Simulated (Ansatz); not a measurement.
## 3-layer 2H-MoSSe (2H stacking) in a perpendicular field

Wanted: the out-of-plane response of the 3-layer 2H-MoSSe (2H stacking). A positive field points along +c.

Main program and level: Ansatz 0.2.0; plane-wave DFT, PBE-D3(BJ), Ansatz PAW.

Most raw output is cut from this account.

**1. The starting structure**

The cell holds 9 atoms: 3 Se, 3 Mo and 3 S. Its edges and angles: a = 3.250 Å, b = 3.250 Å, c = 63.579 Å, α = 90.0°, β = 90.0°, γ = 120.0°. Regions: layer 1: 2H-MoSSe, 3 atoms (1 Se, 1 Mo and 1 S); layer 2: 2H-MoSSe, 3 atoms (1 Se, 1 Mo and 1 S); layer 3: 2H-MoSSe, 3 atoms (1 Se, 1 Mo and 1 S). Vacuum lies along c.

**2. Relaxation**

The starting cell is a guess, so the in-plane lattice and the atoms are relaxed first, with the slab cut off from its images along the normal.

File input.yaml:

```yaml
crystal:
  lattice:
    - [3.25, 0.0, 0.0]
    - [-1.625, 2.8145825623, 0.0]
    - [0.0, 0.0, 63.579214136]
  atoms:
    - { symbol: Se, position: [0.3333333333, 0.6666666667, 0.3719769161] }
    - { symbol: Mo, position: [0.0, 0.0, 0.4004205747] }
    - { symbol: S, position: [0.3333333333, 0.6666666667, 0.4253445367] }
    - { symbol: Se, position: [0.0, 0.0, 0.4733161897] }
    - { symbol: Mo, position: [0.3333333333, 0.6666666667, 0.5017598484] }
    - { symbol: S, position: [0.0, 0.0, 0.5266838103] }
    - { symbol: Se, position: [0.3333333333, 0.6666666667, 0.5746554633] }
    - { symbol: Mo, position: [0.0, 0.0, 0.603099122] }
    - { symbol: S, position: [0.3333333333, 0.6666666667, 0.6280230839] }
  periodic: [true, true, false]
kpoints:
  mp_grid: { grid: [12, 12, 1] }
hamiltonian:
  xc: pbe
  dispersion: d3bj
scf:
  occupations: { method: fermi_dirac, width: 0.05 }
  convergence: { dr2_threshold: 1.0e-09 }
relax:
  f_tol: 0.004
  max_steps: 90
  cell: {}
output:
  write_potential: true
  write_density: true
  volumetric_format: npy
```

Run with:

```sh
$ ansatz run input.yaml --threads 4 --pin off --max-ram 8192MiB --backend cpu --events-out ev --progress --plain --runs-dir out
```

Wall time 4.6 min (4 threads of Arm Neoverse V1, shared host); peak memory 1.4 GiB.

Relaxation path:

```tsv
step	energy less that of the first step (eV)	largest force component (eV/Å)	volume (Å³)
1	0.0000	1.5375	581.58
2	0.0553	2.3707	571.73
3	-0.3936	0.3246	567.69
4	-0.4162	0.0840	569.27
5	-0.4235	0.0143	568.89
6	-0.4250	0.0076	568.42
7	-0.4251	0.0145	568.57
8	-0.4251	0.0006	568.68
9*	-0.4246	0.0006	568.68
```

Relaxation steps marked * repeat the geometry before them on a plane-wave basis chosen anew for their cell, so energy and pressure can jump there. Relaxation step 2 was tried and not accepted.

Forces are held to the 6 operations that the run works with; a distortion that breaks them can't arise in this run.

```tsv
cell as run	before	after	change
a (Å)	3.250	3.214	-1.1 %
b (Å)	3.250	3.214	-1.1 %
```

The atoms that moved most (Å, along periodic axes as changes of fractional coordinates times the final cell, across vacuum about the mean position):

```tsv
atom	dx	dy	dz	length
Se1	0.000	0.000	0.317	0.317
S9	0.000	0.000	-0.301	0.301
Mo8	0.000	0.000	-0.251	0.251
Mo2	0.000	0.000	0.218	0.218
S3	0.000	0.000	0.166	0.166
Se7	0.000	0.000	-0.151	0.151
Se4	0.000	0.000	0.085	0.085
S6	0.000	0.000	-0.068	0.068
```

Numbers from this step:

| Quantity | Value |
| --- | --- |
| energy at zero smearing | -33992.0561 eV |

The lattice constant a goes from 3.250 to 3.214 Å.

**3. Single point, field 0, start network**

A sawtooth potential applies the field, turning back in the middle of the vacuum. With the dipole correction the typed value is the field outside the slab. The induced dipole is small, so the SCF threshold is tight.

The cell differs from the one that the last finished run ended in (c 63.579 → 33.661 Å).

File input.yaml:

```yaml
crystal:
  lattice:
    - [3.2137305482, 0.0, 0.0]
    - [-1.6068652741, 2.7831722956, 0.0]
    - [0.0, 0.0, 33.6612253976]
  atoms:
    - { symbol: Se, position: [0.3333333333, 0.6666666667, 0.2673699455] }
    - { symbol: Mo, position: [0.0, 0.0, 0.3181657227] }
    - { symbol: S, position: [0.3333333333, 0.6666666667, 0.3637002845] }
    - { symbol: Se, position: [0.0, 0.0, 0.4519071265] }
    - { symbol: Mo, position: [0.3333333333, 0.6666666667, 0.5026499718] }
    - { symbol: S, position: [0.0, 0.0, 0.5481557543] }
    - { symbol: Se, position: [0.3333333333, 0.6666666667, 0.6362903936] }
    - { symbol: Mo, position: [0.0, 0.0, 0.6870606477] }
    - { symbol: S, position: [0.3333333333, 0.6666666667, 0.7326300545] }
kpoints:
  mp_grid: { grid: [18, 18, 1] }
  band_path:
    path: [[0, 0, 0], [0.5, 0, 0], [0.33333333, 0.33333333, 0], [0, 0, 0]]
    npoints: 16
hamiltonian:
  xc: pbe
  dispersion: d3bj
scf:
  occupations: { method: fermi_dirac, width: 0.02585 }
  convergence: { dr2_threshold: 1.0e-10 }
efield:
  axis: 3
  dipole_correction: true
  ramp_position: 0.97
  ramp_width: 0.06
  amplitude: 0
output:
  dos: { projected: true, e_range: [-6, 5] }
  write_potential: true
  write_density: true
  volumetric_format: npy
  elf: true
```

It took 47 s on 4 threads; peak memory 1.2 GiB; 3.1 min of CPU time.

This step gave:

- dipole along the normal: -0.1004 e·Å
- gap along the path: 0.2340 eV
- smallest direct gap along the path: 0.4238 eV
- step between the vacuum levels: 2.032 eV
- ionisation energy, upper face: 5.835 eV
- electron affinity, upper face: 5.600 eV
- ionisation energy, lower face: 3.803 eV
- gap, the smaller of path and mesh: 0.2340 eV

Running mean over a fixed 2.5 Å (it still follows the layers) of the planar mean; the ramp of the sawtooth is left out. Table of electron's electrostatic potential energy less the Fermi level by z:

```tsv
z (Å)	electron's electrostatic potential energy less the Fermi level (eV)
4	3.71
5	3.71
6	3.67
7	2.83
8	-0.898
9	-5.41
10	-11.3
11	-12.1
12	-8.48
13	-2.33
14	-0.703
15	-3.63
16	-10.00
17	-11.3
18	-9.54
19	-2.49
20	-0.117
21	-2.12
22	-8.30
23	-10.5
24	-10.1
25	-2.68
26	2.47
27	5.52
28	5.73
29	5.74
30	5.74
```

The density of states has structure finer than the step of the table below, so its rows give means over 0.25 eV, whole bins alone (the curve runs from -6 to 2.13 eV). Peaks (eV: height): -4.870: 15.7, -3.900: 12.3, -3.490: 13.4, -3.300: 13.5, 1.280: 13.3, 1.660: 15.9, 2.050: 13.7.

Table of density of states by energy, zero at the Fermi level of the run, which the smearing sets inside the gap; means over each step:

```tsv
energy (eV)	density of states (states/eV a cell)
-5.75	4.57
-5.50	6.95
-5.25	8.89
-5.00	6.14
-4.75	6.78
-4.50	7.72
-4.25	7.40
-4.00	8.73
-3.75	7.04
-3.50	7.40
-3.25	10.1
-3.00	6.82
-2.75	7.60
-2.50	7.83
-2.25	7.42
-2.00	8.86
-1.75	6.46
-1.50	6.43
-1.25	3.77
-1.00	3.68
-0.75	4.09
-0.50	1.95
-0.25	0.643
0.00	0.0375
0.25	2.45
0.50	4.02
0.75	4.18
1.00	7.69
1.25	7.08
1.50	8.03
1.75	9.08
2.00	8.61
```

Projected DOS per atom over height of the atomic layer and energy from the Fermi level. Layers: Se Mo S Se Mo S Se Mo S from below.

Ten even steps from '_' (0.00 states/eV) to '@' (3.03 states/eV), each cell a mean:
```
..--....++::..##..
..--..::@@::..==__
..++::..**..______
::@@::..==________
::##..____________
__::______________
______________..__
____________..++..
________..__..==::
______..++..::::..
__--__..--..----::
..++::----..==::--
::::..==--::..::::
--::::--..::..::..
==----..--::::====
::..::..::::::::::
..--::::--------==
::--::::::::......
::----::----......
::::::....::::----
------......----::
......::--==::..__
```
Columns: height of the atomic layer (Å) from 9 to 24.7 (not evenly spaced); rows upwards: energy from the Fermi level (eV) from -5.96 to 2.14.

Electronic bands along the path, in eV, zero at the Fermi level of the run, which the smearing sets inside the gap:

```tsv
point	band 51	band 52	band 53	band 54	band 55	band 56	band 57	band 58
Γ	-1.40	-1.09	-0.64	-0.09	1.34	1.34	1.69	1.69
halfway	-1.77	-1.64	-1.48	-0.95	0.40	0.85	1.04	1.47
M	-1.61	-1.58	-0.94	-0.91	0.66	1.05	1.29	1.70
halfway	-2.18	-1.77	-1.15	-0.50	0.54	1.14	1.36	1.64
K	-2.39	-1.54	-0.93	-0.27	0.15	0.78	1.13	1.42
halfway	-2.02	-1.51	-1.43	-0.86	0.14	0.72	0.84	1.22
Γ	-1.40	-1.09	-0.64	-0.09	1.34	1.34	1.69	1.69
```

ELF in the ca plane at fractional y = 0.667, with atoms of Se and S and Mo within 0.2 Å of it. It is the smooth field of the valence electrons, not physical close to the nuclei.

Ten even steps from '0' (0.00) to '9' (0.91), each cell a mean:
```
00000000000012334212321233100367777532357887
00000000000001233212321222100378777532357888
00000000001356777632224677630146776323235776
00000000014789877763137888982013443357633442
00000000136899734763247525995000122576762210
00000000136899733663247514995000122575763210
00000000025799877763247878983012343367742332
00000000001467777642224788741146665323325665
```
Columns run along c (16.0 Å, from fractional 0.10 to 0.58 of the cell), rows up along a (3.2 Å). Atoms in or near the plane, at fractional coordinates: Se at (0.27, 0.33), S at (0.36, 0.33), Mo at (0.50, 0.33).

Valence density in the ca plane at fractional y = 0.667, with atoms of Se and S and Mo within 0.2 Å of it. It is the smooth field of the valence electrons, not physical close to the nuclei.

Ten steps, logarithmic in the rise over the least value, from '0' (0 e/Å³) to '9' (25 e/Å³), each cell a mean:
```
00000000000000000001111222211100000122211111
00000000000000000001111232211100000122211111
00000000000000000012221122222211000112212222
00000000000000000135532111233332000011124554
00000000000000001258963111233232100001135666
00000000000000001259973111232232100001136776
00000000000000000135642111233332100011124564
00000000000000000112222122222211000112222332
```
Columns run along c (16.0 Å, from fractional 0.06 to 0.53 of the cell), rows up along a (3.2 Å). Atoms in or near the plane, at fractional coordinates: Se at (0.27, 0.33), S at (0.36, 0.33), Mo at (0.50, 0.33).

Electrostatic potential energy in the ca plane at fractional y = 0.667, with atoms of Se and S and Mo within 0.2 Å of it. With pseudopotentials it is smooth inside the atoms' cores, unlike the true potential.

Ten even steps from '0' (-42 eV) to '9' (9 eV), each cell a mean:
```
99999999999999999876568899999998668888888778
99999999999999999876568899999998668888888778
99999999999999877887778888999998888876688889
99999999999997555688887433699999998620158999
99999999999986676578985122389999997300016999
99999999999985677568985122389999997200016999
99999999999997555578887322689999998510047999
99999999999998766887778777899998888865678889
```
Columns run along c (16.0 Å, from fractional 0.10 to 0.58 of the cell; values clipped at the 3rd and 97th percentile), rows up along a (3.2 Å). Atoms in or near the plane, at fractional coordinates: Se at (0.27, 0.33), S at (0.36, 0.33), Mo at (0.50, 0.33).

The gap is 0.23 eV, with the valence edge 5.83 eV and the conduction edge 5.60 eV under the upper vacuum level.

**4. Atoms held, field 0.05 V/Å**

Changes to input.yaml since step 3:

```diff
@@ -31,5 +31,4 @@
   ramp_width: 0.06
-  amplitude: 0
+  amplitude: 0.05
 output:
-  dos: { projected: true, e_range: [-6, 5] }
   write_potential: true
@@ -37,2 +36 @@
   volumetric_format: npy
-  elf: true
```

Run time: 53 s. Hardware: 4 threads; peak memory 1.2 GiB.

The dipole is -0.0595 e·Å, 0.0409 e·Å from its value without field, and the gap 0.180 eV.

**5. Atoms held, field -0.05 V/Å**

Changes to input.yaml since step 4:

```diff
@@ -31,3 +31,3 @@
   ramp_width: 0.06
-  amplitude: 0.05
+  amplitude: -0.05
 output:
```

The job ended after 56 s (4 threads; peak memory 1.2 GiB; 3.7 min of CPU time).

The dipole is -0.141 e·Å, -0.0405 e·Å from its value without field, and the gap 0.294 eV.

**6. Single point, field 0.1 V/Å**

Changes to input.yaml since step 5:

```diff
@@ -29,5 +29,5 @@
   dipole_correction: true
-  ramp_position: 0.97
-  ramp_width: 0.06
-  amplitude: -0.05
+  ramp_position: 0.9629
+  ramp_width: 0.0698
+  amplitude: 0.1
 output:
```

It took 54 s on 4 threads; peak memory 1.2 GiB.

The dipole is -0.0179 e·Å, 0.0826 e·Å from its value without field, and the gap 0.136 eV.

**7. Atoms held, field -0.1 V/Å**

Changes to input.yaml since step 6:

```diff
@@ -31,3 +31,3 @@
   ramp_width: 0.0698
-  amplitude: 0.1
+  amplitude: -0.1
 output:
```

It took 54 s on 4 threads; peak memory 1.2 GiB.

The dipole is -0.181 e·Å, -0.0807 e·Å from its value without field, and the gap 0.355 eV.

**8. Single point, field 0.2 V/Å**

Changes to input.yaml since step 7:

```diff
@@ -31,3 +31,3 @@
   ramp_width: 0.0698
-  amplitude: -0.1
+  amplitude: 0.2
 output:
```

The job ended after 55 s (4 threads; peak memory 1.2 GiB; 3.6 min of CPU time).

The dipole is 0.0673 e·Å, 0.168 e·Å from its value without field, and the gap 0.077 eV.

**9. Atoms held, field -0.2 V/Å**

Changes to input.yaml since step 8:

```diff
@@ -31,3 +31,3 @@
   ramp_width: 0.0698
-  amplitude: 0.2
+  amplitude: -0.2
 output:
```

It took 57 s on 4 threads; peak memory 1.2 GiB.

The dipole is -0.261 e·Å, -0.161 e·Å from its value without field, and the gap 0.475 eV.

**10. Single point, field 0.3 V/Å**

Changes to input.yaml since step 9:

```diff
@@ -29,5 +29,5 @@
   dipole_correction: true
-  ramp_position: 0.9629
-  ramp_width: 0.0698
-  amplitude: -0.2
+  ramp_position: 0.9607
+  ramp_width: 0.0741
+  amplitude: 0.3
 output:
```

The job ended after 55 s (4 threads; peak memory 1.2 GiB).

The dipole is 0.154 e·Å, 0.254 e·Å from its value without field, and the gap 0.039 eV.

**11. Atoms held, field -0.3 V/Å**

Changes to input.yaml since step 10:

```diff
@@ -31,3 +31,3 @@
   ramp_width: 0.0741
-  amplitude: 0.3
+  amplitude: -0.3
 output:
```

It took 56 s on 4 threads; peak memory 1.2 GiB.

The dipole is -0.342 e·Å, -0.241 e·Å from its value without field, and the gap 0.587 eV.

**12. Single point, field 0.4 V/Å**

Changes to input.yaml since step 11:

```diff
@@ -29,5 +29,5 @@
   dipole_correction: true
-  ramp_position: 0.9607
-  ramp_width: 0.0741
-  amplitude: -0.3
+  ramp_position: 0.9332
+  ramp_width: 0.1292
+  amplitude: 0.4
 output:
```

Elapsed: 58 s, on 4 threads; peak memory 1.2 GiB; 3.8 min of CPU time.

The dipole is 0.241 e·Å, 0.342 e·Å from its value without field.

**13. Atoms held, field -0.4 V/Å**

Changes to input.yaml since step 12:

```diff
@@ -31,3 +31,3 @@
   ramp_width: 0.1292
-  amplitude: 0.4
+  amplitude: -0.4
 output:
```

The job ended after 53 s (4 threads; peak memory 1.2 GiB).

The dipole is -0.422 e·Å, -0.321 e·Å from its value without field, and the gap 0.688 eV.

**14. Response, atoms held**

This step: plane-wave DFT, PBE-D3(BJ), Ansatz PAW; response to a field along the normal, atoms held (Ansatz 0.2.0).

The dipoles give the slope, and the difference of two potentials shows where the field is screened.

This step gave:

```
equivalent conductor thickness p/(ε₀AE) : 16.50 Å
distance between the outer atoms        : 15.66 Å
```

Table of dipole of the cell by applied field:

```tsv
applied field (V/Å)	dipole of the cell (e·Å)
-0.400	-0.422
-0.300	-0.342
-0.200	-0.261
-0.100	-0.181
-0.050	-0.141
0.000	-0.100
0.050	-0.0595
0.100	-0.0179
0.200	0.0673
0.300	0.154
0.400	0.241
```

Local field over the applied field, running mean. From the potentials at -0.05 and 0.05 V/Å; running mean over 2.8 Å. Table of local field over applied field by z:

```tsv
z (Å)	local field over applied field
5	0.994
6	0.952
7	0.762
8	0.445
9	0.155
10	0.0413
11	0.0357
12	0.0908
13	0.181
14	0.193
15	0.116
16	0.0395
17	0.0274
18	0.0725
19	0.171
20	0.204
21	0.143
22	0.0547
23	0.0312
24	0.0815
25	0.285
26	0.605
27	0.881
28	0.982
29	0.998
```

Electrons, planar mean, per unit field. The induced electron density by z:

```tsv
z (Å)	induced electron density (e/Å³ per V/Å)
4.5	7.2e-6
5.0	2.3e-5
5.5	6.7e-5
6.0	1.9e-4
6.5	5.2e-4
7.0	0.00129
7.5	0.00271
8.0	0.00352
8.5	0.00152
9.0	8.3e-4
9.5	4.6e-4
10.0	-7.3e-4
10.5	1.0e-4
11.0	2.3e-4
11.5	6.7e-5
12.0	-5.7e-4
12.5	-7.3e-4
13.0	-0.00162
13.5	-5.6e-4
14.0	0.00119
14.5	0.00134
15.0	6.8e-4
15.5	4.6e-4
16.0	-3.0e-4
16.5	-2.6e-4
17.0	3.0e-4
17.5	1.0e-4
18.0	-3.7e-4
18.5	-5.5e-4
19.0	-0.00142
19.5	-0.00128
20.0	5.5e-4
20.5	0.00163
21.0	8.4e-4
21.5	6.1e-4
22.0	7.4e-5
22.5	-4.7e-4
23.0	-6.3e-5
23.5	3.6e-4
24.0	-4.7e-5
24.5	-9.9e-4
25.0	-0.00127
25.5	-0.00349
26.0	-0.00284
26.5	-0.00132
27.0	-5.2e-4
27.5	-1.9e-4
28.0	-6.3e-5
28.5	-2.1e-5
29.0	-6.7e-6
```

The smaller of the gaps on the path and on the k-mesh, counted as 0 under 0.03 eV. Gap against applied field:

```tsv
applied field (V/Å)	gap (eV)
-0.400	0.688
-0.300	0.587
-0.200	0.475
-0.100	0.355
-0.050	0.294
0.000	0.234
0.050	0.18
0.100	0.136
0.200	0.0766
0.300	0.0386
0.400	0
```

By hand: between -0.05 and 0.05 V/Å the dipole changes by 0.08137 e·Å, a slope of 0.8137 e·Å²/V. A perfect conductor of thickness t has p = ε₀AEt, so t = 180.95 × 0.8137 / 8.944 = 16.46 Å (e/ε₀ = 180.95 V·Å, A in Å²).

The induced dipole is that of a conductor 16.50 Å thick.

**15. Outcome**

```json
{"gap without field": "0.234 eV", "ionisation energy, upper face": "5.83 eV", "electron affinity, upper face": "5.60 eV", "step between the vacuum levels": "2.03 eV", "equivalent conductor thickness, atoms held": "16.5 Å"}
```

In words: The induced dipole equals that of a perfect conductor 16.50 Å thick, while the outer atoms lie 15.66 Å apart; an out-of-plane ε follows only once a thickness t is chosen, by 1 − 1/ε = 16.50 Å / t. The two faces differ: the vacuum level above lies 2.03 eV higher than the one below. The gap goes from 0.23 eV to 0.69 eV at -0.4 V/Å. With the field reversed the gap is closed at 0.4 V/Å. Semilocal functionals give gaps that are too small, and excitons are not included. Spin-orbit coupling is left out, which matters for the bands of elements this heavy.

[Logs are printed without paths, hosts, clocks, repeated set-up lines and the standing remarks that a program may print on its own settings, such as how far it seeks lower states.]

[Hosts, paths, dates, database ids (printed as entryN), source tags and the programs' standing remarks are cut or masked in the printed files.]

[Maps of the electrostatic potential energy from Ansatz leave out the sawtooth potential of an applied field or a dipole correction, so their vacuum need not be flat; planar profiles and work functions include it.]
